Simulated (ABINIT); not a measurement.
Here is an ABINIT 10.8.3 (patched build) calculation.

Contents of run.abi:

```
pp_dirpath "./"
pseudos "Zn.upf, O.upf"

acell 3*1.0 Angstrom
rprim
     3.2493080000     0.0000000000     0.0000000000
    -1.6246540000     2.8139832727     0.0000000000
     0.0000000000     0.0000000000     5.2057090000
ntypat 2
znucl 30 8
natom 4
typat 1 1 2 2
xred
     0.6666666667     0.3333333333     0.0000000000
     0.3333333333     0.6666666667     0.5000000000
     0.3333333333     0.6666666667     0.8790100000
     0.6666666667     0.3333333333     0.3790100000

ecut 38.0

kptopt 1
ngkpt 7 7 4
nshiftk 1
shiftk 0.0 0.0 0.0

ixc 11

nband 32
occopt 3
tsmear 0.05 eV

nstep 100
tolvrs 1.0e-10

iomode 3
prtwf 0
prteig 0
prtebands 0
enunit 1
prtden 1
prtvha 1
prtvclmb 1
prtpot 1
prtelf 1
```

Potentials or basis: PseudoDojo NC SR PBE v0.4.1 standard.

Run with:

```bash
$ abinit run.abi > log 2>&1
```

Problem. Predict the largest force.

Solution. 0.071 eV/Å.

Problem. Predict the band gap on the k mesh.

Solution. 0.87 eV, direct.

Forces in eV/Å, atoms in the order of the input:
```
Zn   0.000  0.000 -0.071
Zn   0.000  0.000 -0.071
O    0.000  0.000  0.071
O    0.000  0.000  0.071
```

**The experiment to reproduce.**

“Electronic structure of alkaline earth and post-transition metal oxides”, 2009, arxiv:0908.1581 quotes, for a bulk crystal of ZnO: band gap 3.37 eV.

A measured gap of ZnO is 3.37 eV (quoted in “Electronic structure of alkaline earth and post-transition metal oxides”, 2009, arxiv:0908.1581); the calculated 0.87 eV misses it by -2.50 eV. So large a miss can be the level of theory's own, or it may mean another phase, state or a wrong row. The value is that of PBE, without temperature or zero-point motion. Semilocal functionals fall short of measured gaps as a rule.
